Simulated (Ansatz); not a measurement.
Crystal: Cu.

```xyz
2
Lattice="2.5341 0.0000 0.0000 -1.2670 2.1946 0.0000 0.0000 0.0000 4.1126" Properties=species:S:1:pos:R:3 pbc="T T T"
Cu    1.2670    0.7315    3.0844
Cu    0.0000    1.4631    1.0281
```

This isn't the form of Cu at room conditions, which is fcc.

- Program: Ansatz 0.2.0
- Task: single point
- Functional: PBE
- Potentials or basis: all-electron LAPW, scalar-relativistic
- Cutoff: 304 eV (chosen from the basis error)
- Basis error allowed: 0.001 eV/atom
- k mesh: 12 × 12 × 7
- Occupations: fermi-dirac, width 0.05 eV
- Spin: no spin polarisation

On this cell: pressure 7.3 GPa; largest force under 0.003 eV/Å; band gap on the k mesh none (metal or under the smearing width).

The same run follows on a disturbed copy (atoms moved at random, drawn with an rms of 0.05 Å):

```
Cu
1.0
     2.53410    0.00000    0.00000
    -1.26705    2.19459    0.00000
     0.00000    0.00000    4.11257
Cu
2
Direct
  0.66971 0.35034 0.74393
  0.35459 0.66690 0.24866
```

Q: What changes?

A: The energy (extrapolated to zero smearing) moves by +3.2 meV/atom; pressure 7.4 GPa; largest force 0.212 eV/Å; band gap on the k mesh none (metal or under the smearing width).

Forces on the atoms (eV/Å):
```
Cu   0.112 -0.062  0.169
Cu  -0.112  0.062 -0.169
```

Stress tensor (GPa, compression positive):
```
 7.67 -0.93  0.11
-0.93  6.66 -0.06
 0.11 -0.06  7.98
```
